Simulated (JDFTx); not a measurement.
# HfO2 (Fm-3m) in JDFTx: a series of runs

Aim: see how the results for HfO2 move with the level of theory and the settings. Levels: PBE+U, BLYP, GLLB-SC, LDA, PBEsol. Tasks: Wannier functions, band structure, single point.

All numbers are computed with JDFTx 1.7.0 (patched build); they aren't measurements. Logs are shortened: lines on timing, memory, paths and dates and some standing lists are left out, and cuts for length are marked. The log counts tension as positive stress, the text compression.

### 1 The structure

Symmetry: Fm-3m, No. 225, cubic system. The conventional cell has a = 5.115 Å, b = 5.115 Å, c = 5.115 Å, α = 90.00°, β = 90.00°, γ = 90.00°. Hf (site symmetry m-3m) is surrounded by 8 O at 2.21 Å. Around O (site symmetry -43m) lie 4 Hf at 2.21 Å.

Measurements of this composition are mostly on another form, of space group No. 14.

### 2 Wannier functions, PBE+U

The input, wannier.in:

```
lattice \
    0.0000000000     2.5575000000     2.5575000000 \
    2.5575000000     0.0000000000     2.5575000000 \
    2.5575000000     2.5575000000     0.0000000000
latt-scale 1.889726124626 1.889726124626 1.889726124626
coords-type Lattice
ion Hf     0.0000000000     0.0000000000     0.0000000000 1
ion O      0.7500000000     0.7500000000     0.7500000000 1
ion O      0.2500000000     0.2500000000     0.2500000000 1

ion-species pseudo/Hf.upf
ion-species pseudo/O.upf
elec-cutoff 66 528
elec-ex-corr gga-PBE
kpoint-folding 6 6 6
elec-smearing Fermi 0.00091873305
elec-n-bands 21
add-U Hf d 0.110248
forces-output-coords Cartesian

wannier-initial-state run.$VAR
wannier-dump-name wannier.$VAR
wannier localizationMeasure FiniteDifference bStart 13 saveWfnsRealSpace no
wannier-minimize nIterations 1000 energyDiffThreshold 1e-6
wannier-center Gaussian 0.8262 0.7751 0.8445 1.2
wannier-center Gaussian 0.2669 0.2818 0.3077 1.2
wannier-center Gaussian 0.6229 0.7790 0.7989 1.2
wannier-center Gaussian 0.0650 0.2870 0.3035 1.2
wannier-center Gaussian 0.7755 0.6288 0.7849 1.2
wannier-center Gaussian 0.3469 0.0762 0.2945 1.2
```

Potentials or basis: PseudoDojo-SR-LDA-0.4.1-stringent with smoothed tails.

Command:

```console
$ wannier -c 1 -i wannier.in -o wannier.out
```

Standard output:

```text
*************** JDFTx 1.7.0 (patched build) ***************

Input parsed successfully to the following command list (including defaults):
[... the input with its defaults ...]

---------- Setting up symmetries ----------

Found 48 point-group symmetries of the bravais lattice
Found 48 space-group symmetries with basis
Applied RMS atom displacement 0 bohrs to make symmetries exact.

---------- Initializing the Grid ----------
R =
[            0      4.83297      4.83297  ]
[      4.83297            0      4.83297  ]
[      4.83297      4.83297            0  ]
unit cell volume = 225.774
G =
[  -0.650033   0.650033   0.650033  ]
[   0.650033  -0.650033   0.650033  ]
[   0.650033   0.650033  -0.650033  ]
Minimum fftbox size, Smin = [  72  72  72  ]
Chosen fftbox size, S = [  72  72  72  ]

---------- Initializing tighter grid for wavefunction operations ----------
R =
[            0      4.83297      4.83297  ]
[      4.83297            0      4.83297  ]
[      4.83297      4.83297            0  ]
unit cell volume = 225.774
G =
[  -0.650033   0.650033   0.650033  ]
[   0.650033  -0.650033   0.650033  ]
[   0.650033   0.650033  -0.650033  ]
Minimum fftbox size, Smin = [  52  52  52  ]
Chosen fftbox size, S = [  54  54  54  ]

---------- Exchange Correlation functional ----------
Initalized PBE GGA exchange.
Initalized PBE GGA correlation.

---------- Setting up pseudopotentials ----------
Width of ionic core gaussian charges (only for fluid interactions / plotting) set to 0

Reading pseudopotential file 'pseudo/Hf.upf':
  'Hf' pseudopotential, 'SLA  PW   NOGX NOGC' functional
  WARNING: this pseudopotential is for another kind of functional than that of the calculation, 'gga-PBE'.
  Generated using ONCVPSP code by D. R. Hamann
  26 valence electrons, 5 orbitals, 8 projectors, 1001 radial grid points, with lMax = 3
    5S    l: 0   occupation:  2.0   eigenvalue: -2.468627
    5P    l: 1   occupation:  6.0   eigenvalue: -1.312511
    4F    l: 3   occupation: 14.0   eigenvalue: -0.625981
    5D    l: 2   occupation:  2.0   eigenvalue: -0.105476
    6S    l: 0   occupation:  2.0   eigenvalue: -0.193355
  Core radius for overlap checks: 1.57 bohrs.

Reading pseudopotential file 'pseudo/O.upf':
  'O' pseudopotential, 'SLA  PW   NOGX NOGC' functional
  WARNING: this pseudopotential is for another kind of functional than that of the calculation, 'gga-PBE'.
  Generated using ONCVPSP code by D. R. Hamann
  6 valence electrons, 2 orbitals, 5 projectors, 926 radial grid points, with lMax = 2
    2S    l: 0   occupation:  2.0   eigenvalue: -0.872925
    2P    l: 1   occupation:  4.0   eigenvalue: -0.338004
  Core radius for overlap checks: 1.32 bohrs.

Initialized 2 species with 3 total atoms.

Folded 1 k-points by 6x6x6 to 216 k-points.

---------- Setting up k-points, bands, fillings ----------
Reduced to 16 k-points under symmetry.
Computing the number of bands and number of electrons
Reading initial fillings from 'run.fillings'.
nElectrons:  38.000000   nBands: 21   nStates: 16

----- Setting up reduced wavefunction bases (one per k-point) -----
average nbasis = 5781.014 , ideal nbasis = 5782.071

---------- Setting up ewald sum ----------
Optimum gaussian width for ewald sums = 2.051618 bohr.
Real space sum over 1331 unit cells with max indices [  5  5  5  ]
Reciprocal space sum over 3375 terms with max indices [  7  7  7  ]

---------- Allocating electronic variables ----------
Reading eigenvalues from 'run.eigenvals'.
Initializing wave functions:  reading from 'run.wfns'

----- Initializing Supercell corresponding to k-point mesh -----
Lattice vector linear combinations in supercell:
[   6   0   0  ]
[   0   6   0  ]
[   0   0   6  ]
Supercell lattice vectors:
[  0  28.9978  28.9978  ]
[  28.9978  0  28.9978  ]
[  28.9978  28.9978  0  ]

---------- Initializing Wannier Function solver ----------

---------- Initializing supercell grid for Wannier functions ----------
Setting up finite difference formula on k-mesh ... found a 8 neighbour formula.
nbasis = 7631 for k = [   0.000   0.000   0.000  ]

Computing initial overlaps ... done.
WannierMinimize: Iter:   0  Omega:  2.641508486110708e+01  |grad|_K:  1.199e+00
WannierMinimize: Iter:   1  Omega:  2.536332032411340e+01  |grad|_K:  6.274e-01  alpha:  1.000e+00  linmin: -8.850e-01
WannierMinimize: Iter:   2  Omega:  2.496116176320374e+01  |grad|_K:  6.014e-01  alpha:  1.000e+00  linmin:  2.310e-01
WannierMinimize: Iter:   3  Omega:  2.493445610729131e+01  |grad|_K:  6.738e-01  alpha:  1.000e+00  linmin:  6.578e-01
WannierMinimize: Iter:   4  Omega:  2.483764955257601e+01  |grad|_K:  1.625e-01  alpha:  1.000e+00  linmin: -2.817e-01
WannierMinimize: Iter:   5  Omega:  2.482351382437895e+01  |grad|_K:  1.143e-01  alpha:  1.000e+00  linmin: -9.395e-01
WannierMinimize: Iter:   6  Omega:  2.480051315807805e+01  |grad|_K:  9.641e-02  alpha:  1.000e+00  linmin: -2.187e-02
WannierMinimize: Iter:   7  Omega:  2.479891202872236e+01  |grad|_K:  4.687e-02  alpha:  2.465e-01  linmin: -1.958e-05
WannierMinimize: Iter:   8  Omega:  2.479836580505653e+01  |grad|_K:  1.731e-02  alpha:  1.000e+00  linmin: -5.443e-01
WannierMinimize: Iter:   9  Omega:  2.479823550053607e+01  |grad|_K:  9.184e-03  alpha:  1.000e+00  linmin: -4.852e-01
[... 30 further cycles ...]
WannierMinimize: Iter:  40  Omega:  2.479068496582673e+01  |grad|_K:  1.120e-02  alpha:  1.000e+00  linmin: -4.037e-02
WannierMinimize: Iter:  41  Omega:  2.479056443123301e+01  |grad|_K:  8.023e-03  alpha:  1.000e+00  linmin: -1.903e-02
WannierMinimize: Iter:  42  Omega:  2.479050204256654e+01  |grad|_K:  7.592e-03  alpha:  1.000e+00  linmin: -2.117e-02
WannierMinimize: Iter:  43  Omega:  2.479046157890716e+01  |grad|_K:  1.078e-02  alpha:  4.131e-01  linmin: -2.537e-07
WannierMinimize: Iter:  44  Omega:  2.479041433755475e+01  |grad|_K:  3.814e-03  alpha:  1.000e+00  linmin: -1.492e-02
WannierMinimize: Iter:  45  Omega:  2.479040448555727e+01  |grad|_K:  2.448e-03  alpha:  1.000e+00  linmin: -3.182e-02
WannierMinimize: Iter:  46  Omega:  2.479040246951746e+01  |grad|_K:  2.987e-03  alpha:  1.000e+00  linmin:  1.541e-01
WannierMinimize: Iter:  47  Omega:  2.479040059666204e+01  |grad|_K:  8.339e-04  alpha:  1.000e+00  linmin: -2.641e-02
WannierMinimize: Iter:  48  Omega:  2.479040028167242e+01  |grad|_K:  6.747e-04  alpha:  1.000e+00  linmin: -1.034e-01
WannierMinimize: Iter:  49  Omega:  2.479039961154654e+01  |grad|_K:  7.485e-04  alpha:  1.000e+00  linmin: -2.536e-01
WannierMinimize: Converged (|Delta Omega|<1.000000e-06 for 2 iters).

Optimum spread:
	Omega:  2.479039961154654e+01
	OmegaI: 2.448309990054328e+01

Centers in lattice coords:
	[ 0.761631 0.761749 0.748873 ] spread: 4.13229 bohr^2
	[ 0.237572 0.237717 0.255464 ] spread: 4.13415 bohr^2
	[ 0.726439 0.761224 0.751141 ] spread: 4.13112 bohr^2
	[ 0.274565 0.238604 0.246448 ] spread: 4.13022 bohr^2
	[ 0.761747 0.726867 0.750443 ] spread: 4.13156 bohr^2
	[ 0.238103 0.273882 0.24767 ] spread: 4.13107 bohr^2
Dumping 'wannier.mlwfH' ... done. Relative discarded imaginary part: 7.493545e-07
Done!
```

Wall time 4.2 s (1 thread of Arm Neoverse V1, shared host); peak memory 0.09 GiB.

What came out:

| Property | Result |
| --- | --- |
| Total Wannier spread | 6.94 Å² over 6 functions |

Wannier centres (Å) and spreads (Å²):
```
function      x      y      z  spread
       1  3.863  3.863  3.896   1.157
       2  1.261  1.261  1.216   1.158
       3  3.868  3.779  3.805   1.157
       4  1.240  1.333  1.312   1.157
       5  3.778  3.867  3.807   1.157
       6  1.334  1.242  1.309   1.157
```

Caveat: the k mesh is coarse; the spread may have ended in a local minimum; with smearing the direct minimiser can stop above the self-consistent energy. Spin-orbit coupling is left out, which matters for the levels of Hf.

### 3 Band structure, BLYP

The input, bands.in:

```
lattice \
    0.0000000000     4.8329745637     4.8329745637 \
    4.8329745637     0.0000000000     4.8329745637 \
    4.8329745637     4.8329745637     0.0000000000
coords-type Cartesian
ion Hf     0.0000000000     0.0000000000     0.0000000000 1
ion O      7.2494618456     7.2494618456     7.2494618456 1
ion O      2.4164872819     2.4164872819     2.4164872819 1

ion-species pseudo/Hf.upf
ion-species pseudo/O.upf
elec-cutoff 42 336
elec-ex-corr gga-x-b88 gga-c-lyp
elec-smearing Fermi 0.0018374661
elec-n-bands 18
electronic-minimize nIterations 30 energyDiffThreshold 1e-06
davidson-band-ratio 1.3
forces-output-coords Cartesian
include path.kpoints
symmetries none
fix-electron-density run.$VAR

dump-name bands.$VAR
dump End Ecomponents EigStats BandEigs Kpoints Forces
```

The input, path.kpoints:

```
kpoint +0.0000000000 +0.0000000000 +0.0000000000 0.020000000000
kpoint +0.0714285714 +0.0000000000 +0.0714285714 0.020000000000
kpoint +0.1428571429 +0.0000000000 +0.1428571429 0.020000000000
kpoint +0.2142857143 +0.0000000000 +0.2142857143 0.020000000000
kpoint +0.2857142857 +0.0000000000 +0.2857142857 0.020000000000
kpoint +0.3571428571 +0.0000000000 +0.3571428571 0.020000000000
kpoint +0.4285714286 +0.0000000000 +0.4285714286 0.020000000000
kpoint +0.5000000000 +0.0000000000 +0.5000000000 0.020000000000
kpoint +0.5000000000 +0.0833333333 +0.5833333333 0.020000000000
kpoint +0.5000000000 +0.1666666667 +0.6666666667 0.020000000000
kpoint +0.5000000000 +0.2500000000 +0.7500000000 0.020000000000
kpoint +0.4375000000 +0.3125000000 +0.7500000000 0.020000000000
kpoint +0.3750000000 +0.3750000000 +0.7500000000 0.020000000000
kpoint +0.3281250000 +0.3281250000 +0.6562500000 0.020000000000
kpoint +0.2812500000 +0.2812500000 +0.5625000000 0.020000000000
kpoint +0.2343750000 +0.2343750000 +0.4687500000 0.020000000000
kpoint +0.1875000000 +0.1875000000 +0.3750000000 0.020000000000
kpoint +0.1406250000 +0.1406250000 +0.2812500000 0.020000000000
kpoint +0.0937500000 +0.0937500000 +0.1875000000 0.020000000000
kpoint +0.0468750000 +0.0468750000 +0.0937500000 0.020000000000
kpoint +0.0000000000 +0.0000000000 +0.0000000000 0.020000000000
kpoint +0.0833333333 +0.0833333333 +0.0833333333 0.020000000000
kpoint +0.1666666667 +0.1666666667 +0.1666666667 0.020000000000
kpoint +0.2500000000 +0.2500000000 +0.2500000000 0.020000000000
kpoint +0.3333333333 +0.3333333333 +0.3333333333 0.020000000000
kpoint +0.4166666667 +0.4166666667 +0.4166666667 0.020000000000
kpoint +0.5000000000 +0.5000000000 +0.5000000000 0.020000000000
kpoint +0.5250000000 +0.4500000000 +0.5250000000 0.020000000000
kpoint +0.5500000000 +0.4000000000 +0.5500000000 0.020000000000
kpoint +0.5750000000 +0.3500000000 +0.5750000000 0.020000000000
kpoint +0.6000000000 +0.3000000000 +0.6000000000 0.020000000000
kpoint +0.6250000000 +0.2500000000 +0.6250000000 0.020000000000
kpoint +0.5625000000 +0.2500000000 +0.6875000000 0.020000000000
kpoint +0.5000000000 +0.2500000000 +0.7500000000 0.020000000000
kpoint +0.5000000000 +0.2916666667 +0.7083333333 0.020000000000
kpoint +0.5000000000 +0.3333333333 +0.6666666667 0.020000000000
kpoint +0.5000000000 +0.3750000000 +0.6250000000 0.020000000000
kpoint +0.5000000000 +0.4166666667 +0.5833333333 0.020000000000
kpoint +0.5000000000 +0.4583333333 +0.5416666667 0.020000000000
kpoint +0.5000000000 +0.5000000000 +0.5000000000 0.020000000000
kpoint +0.4791666667 +0.4791666667 +0.5416666667 0.020000000000
kpoint +0.4583333333 +0.4583333333 +0.5833333333 0.020000000000
kpoint +0.4375000000 +0.4375000000 +0.6250000000 0.020000000000
kpoint +0.4166666667 +0.4166666667 +0.6666666667 0.020000000000
kpoint +0.3958333333 +0.3958333333 +0.7083333333 0.020000000000
kpoint +0.3750000000 +0.3750000000 +0.7500000000 0.020000000000
kpoint +0.6250000000 +0.2500000000 +0.6250000000 0.020000000000
kpoint +0.5833333333 +0.1666666667 +0.5833333333 0.020000000000
kpoint +0.5416666667 +0.0833333333 +0.5416666667 0.020000000000
kpoint +0.5000000000 +0.0000000000 +0.5000000000 0.020000000000
```

Potentials or basis: PseudoDojo-SR-PBE-0.5-standard.

Command:

```console
$ jdftx -c 1 -i bands.in -o bands.out
```

Standard output:

```text
*************** JDFTx 1.7.0 (patched build) ***************

Input parsed successfully to the following command list (including defaults):
[... the input with its defaults ...]

---------- Initializing the Grid ----------
R =
[            0      4.83297      4.83297  ]
[      4.83297            0      4.83297  ]
[      4.83297      4.83297            0  ]
unit cell volume = 225.774
G =
[  -0.650033   0.650033   0.650033  ]
[   0.650033  -0.650033   0.650033  ]
[   0.650033   0.650033  -0.650033  ]
Minimum fftbox size, Smin = [  60  60  60  ]
Chosen fftbox size, S = [  60  60  60  ]

---------- Initializing tighter grid for wavefunction operations ----------
R =
[            0      4.83297      4.83297  ]
[      4.83297            0      4.83297  ]
[      4.83297      4.83297            0  ]
unit cell volume = 225.774
G =
[  -0.650033   0.650033   0.650033  ]
[   0.650033  -0.650033   0.650033  ]
[   0.650033   0.650033  -0.650033  ]
Minimum fftbox size, Smin = [  40  40  40  ]
Chosen fftbox size, S = [  40  40  40  ]

[... 32 lines left out ...]
Calculating initial fillings.
nElectrons:  24.000000   nBands: 18   nStates: 50

----- Setting up reduced wavefunction bases (one per k-point) -----
average nbasis = 2931.400 , ideal nbasis = 2935.225

---------- Setting up ewald sum ----------
Optimum gaussian width for ewald sums = 2.051618 bohr.
Real space sum over 1331 unit cells with max indices [  5  5  5  ]
Reciprocal space sum over 3375 terms with max indices [  7  7  7  ]

---------- Allocating electronic variables ----------
Reading n from file 'run.n' ... done
Initializing wave functions:  linear combination of atomic orbitals

----------- Band structure minimization -------------
Minimization will be done independently for each quantum number.

---- Minimization of quantum number:     0  [ +0.0000000 +0.0000000 +0.0000000 ]  0.040000000 ----
BandDavidson: Iter:   0  Eband: +0.098652834835264
BandDavidson: Iter:   1  Eband: +0.094032530108185  dEband: -4.620305e-03
BandDavidson: Iter:   2  Eband: +0.093271323514290  dEband: -7.612066e-04
BandDavidson: Iter:   3  Eband: +0.093172150698379  dEband: -9.917282e-05
[... 630 lines of inner loops ...]
BandDavidson: Iter:   7  Eband: +0.096457886289129  dEband: -2.364064e-06
BandDavidson: Iter:   8  Eband: +0.096457160669501  dEband: -7.256196e-07
BandDavidson: Converged (dEband<1.000000e-06)
	FillingsUpdate:  mu: +0.542902228  nElectrons: 24.000000

Dumping 'bands.eigStats' ...
	eMin: -1.801212 at state 0 ( [ +0.000000 +0.000000 +0.000000 ] spin 0 )
	HOMO: +0.451821 at state 7 ( [ +0.500000 +0.000000 +0.500000 ] spin 0 )
	mu  : +0.542902
	LUMO: +0.592332 at state 7 ( [ +0.500000 +0.000000 +0.500000 ] spin 0 )
	eMax: +0.947041 at state 8 ( [ +0.500000 +0.083333 -0.416667 ] spin 0 )
	HOMO-LUMO gap: +0.140511
	Optical gap  : +0.140511 at state 7 ( [ +0.500000 +0.000000 +0.500000 ] spin 0 )
Done!
[note: mu, HOMO and LUMO in a band run belong to the points of the path alone and aren't those of the crystal]
```

Run time: 20 s. Hardware: 1 thread of AMD EPYC 7R13 (Zen 3), shared host; peak memory 0.11 GiB.

What came out:

```
Band gap along the path : 3.82 eV, direct
```

Levels at the corners of the path, in eV from the valence-band top:
```tsv
point	band 9	band 10	band 11	band 12	band 13	band 14
Γ	-5.13	-0.59	-0.59	-0.59	3.87	3.87
X	-3.33	-1.49	-1.49	0.00	3.82	5.37
W	-2.47	-2.47	-1.36	-0.20	4.78	5.06
K	-3.22	-2.16	-1.28	-0.32	4.31	5.31
Γ	-5.13	-0.59	-0.59	-0.59	3.87	3.87
L	-2.97	-2.59	-1.76	-1.76	4.54	4.54
U	-3.22	-2.16	-1.28	-0.32	4.31	5.31
W	-2.47	-2.47	-1.36	-0.20	4.78	5.06
L	-2.97	-2.59	-1.76	-1.76	4.54	4.54
K	-3.22	-2.16	-1.28	-0.32	4.31	5.31
U	-3.22	-2.16	-1.28	-0.32	4.31	5.31
X	-3.33	-1.49	-1.49	0.00	3.82	5.37
```

Caveat: spin-orbit coupling is left out, which moves the levels of the heavy elements.

### 4 Single point, GLLB-SC

The input, HfO2.in:

```
lattice Face-Centered Cubic 9.6659491275
coords-type Lattice
ion Hf     0.0000000000     0.0000000000     0.0000000000 1
ion O      0.7500000000     0.7500000000     0.7500000000 1
ion O      0.2500000000     0.2500000000     0.2500000000 1

ion-species pseudo/Hf.upf
ion-species pseudo/O.upf
elec-cutoff 42 336
elec-ex-corr orb-GLLBsc
kpoint-folding 9 9 9
elec-n-bands 18
electronic-SCF nIterations 100 energyDiffThreshold 1e-09 residualThreshold 1e-05
electronic-minimize nIterations 30 energyDiffThreshold 1e-7
converge-empty-states yes
forces-output-coords Cartesian

dump-name run.$VAR
dump End Ecomponents EigStats BandEigs Kpoints Forces
```

Command:

```console
$ jdftx -c 1 -i HfO2.in -o HfO2.out
```

Run time: 72 s. Hardware: 1 thread of AMD EPYC 7R13 (Zen 3), shared host; peak memory 0.14 GiB.

It converged, with:

```
Band gap on the k mesh, Kohn-Sham part alone : 5.68 eV, indirect (least direct gap 5.77 eV)
Loewdin charges                              : Hf +1.92; O -0.93 e
```

Levels at points of the mesh, in eV from the valence-band top:
```
           k point  band 8  band 9  band 10  band 11  band 12  band 13  band 14
(0.00, 0.00, 0.00)   -4.59   -4.59    -0.45    -0.45    -0.45     6.13     6.13
```

Caveat: the gap lacks the derivative discontinuity; a model potential gives levels but no total energy; spin-orbit coupling is left out, which moves the levels of the heavy elements; an odd mesh through Γ misses points on the zone boundary, where band edges often lie.

### 5 Band structure, LDA

bands.in: that of step 3 with these lines changed.

```diff
@@ -4,6 +4,6 @@
     4.8329745637     4.8329745637     0.0000000000
-coords-type Cartesian
+coords-type Lattice
 ion Hf     0.0000000000     0.0000000000     0.0000000000 1
-ion O      7.2494618456     7.2494618456     7.2494618456 1
-ion O      2.4164872819     2.4164872819     2.4164872819 1
+ion O      0.7500000000     0.7500000000     0.7500000000 1
+ion O      0.2500000000     0.2500000000     0.2500000000 1
 
@@ -12,3 +12,3 @@
 elec-cutoff 42 336
-elec-ex-corr gga-x-b88 gga-c-lyp
+elec-ex-corr lda-PW
 elec-smearing Fermi 0.0018374661
```

path.kpoints is that of step 3.

Potentials or basis: PseudoDojo-SR-LDA-0.4.1-standard with smoothed tails.

Command:

```console
$ jdftx -c 1 -i bands.in -o bands.out
```

It took 31 s on 1 thread of Arm Neoverse V1, shared host; peak memory 0.09 GiB.

Results (log left out):

| Property | Result |
| --- | --- |
| Band gap along the path | 3.56 eV, direct |

Levels at the corners of the path, in eV from the valence-band top:
```tsv
point	band 8	band 9	band 10	band 11	band 12	band 13	band 14
Γ	-5.23	-5.23	-0.60	-0.60	-0.60	3.69	3.69
X	-3.42	-3.42	-1.52	-1.52	0.00	3.56	5.26
W	-5.00	-2.53	-2.53	-1.38	-0.20	4.59	4.91
K	-3.98	-3.31	-2.21	-1.31	-0.33	4.10	5.19
Γ	-5.23	-5.23	-0.60	-0.60	-0.60	3.69	3.69
L	-4.23	-3.05	-2.69	-1.81	-1.81	4.40	4.40
U	-3.98	-3.31	-2.21	-1.31	-0.33	4.10	5.19
W	-5.00	-2.53	-2.53	-1.38	-0.20	4.59	4.91
L	-4.23	-3.05	-2.69	-1.81	-1.81	4.40	4.40
K	-3.98	-3.31	-2.21	-1.31	-0.33	4.10	5.19
U	-3.98	-3.31	-2.21	-1.31	-0.33	4.10	5.19
X	-3.42	-3.42	-1.52	-1.52	0.00	3.56	5.26
```

Caveat: spin-orbit coupling is left out, which moves the levels of the heavy elements.

(Part 1 of 2 ends here.)
